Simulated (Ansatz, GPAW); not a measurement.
# Pt: 3 runs at one level of theory

```
Pt
1.0
     0.00000    1.96090    1.96090
     1.96090    0.00000    1.96090
     1.96090    1.96090    0.00000
Pt
1
Direct
  0.00000 0.00000 0.00000
```

Alike in all runs: task single point; functional PBE; k mesh 12 × 12 × 12; occupations gaussian, width 0.025 eV; no spin polarisation; no spin-orbit coupling. Pressure is positive in compression and, in plane waves, holds the error of the finite cutoff, which Ansatz's Pulay term estimates and takes out.

```tsv
program and potentials	plane-wave cutoff (eV)	notes	band gap (eV)	pressure (GPa)
Ansatz, Ansatz PAW	420	18 valence electrons an atom on average; Pulay term of +0.08 GPa included	no gap	10.21
GPAW, GPAW PAW data sets (gpaw-data 1.2.1)	600	16 valence electrons an atom on average	no gap	9.72
Ansatz, all-electron LAPW, scalar-relativistic	-	-	no gap	10.17
```

None finds a gap. The pressure spans 9.72 (GPAW, GPAW PAW data sets (gpaw-data 1.2.1)) to 10.21 GPa (Ansatz, Ansatz PAW), with all-electron results at 10.17. The cell lies far from this level's equilibrium.

Differences between rows come from potentials, basis sets and numerical settings, since the functional is the same but for its coding. Runs on potential files found faulty are left out.

All three calculations describe fcc platinum as a metal under compression, with pressures from 9.72 to 10.21 GPa. The cell is close to the experimental one, so the positive pressure reflects the functional rather than a real stress in the metal: PBE tends to underbind the late 5d metals and favours a larger lattice constant. Because platinum is very stiff, even a modest mismatch in volume produces a pressure of this size. The absence of a gap follows from the incompletely filled 5d band, which overlaps and hybridises with the broad 6s-derived states at the Fermi level.

The Ansatz PAW result lies close to the all-electron value of 10.17 GPa, while GPAW gives a somewhat lower pressure, possibly because its data set keeps the 5s shell in the frozen core. The common sign supports expansion on relaxation of the volume, but a pressure at one volume fixes neither the equilibrium lattice constant nor the bulk modulus.
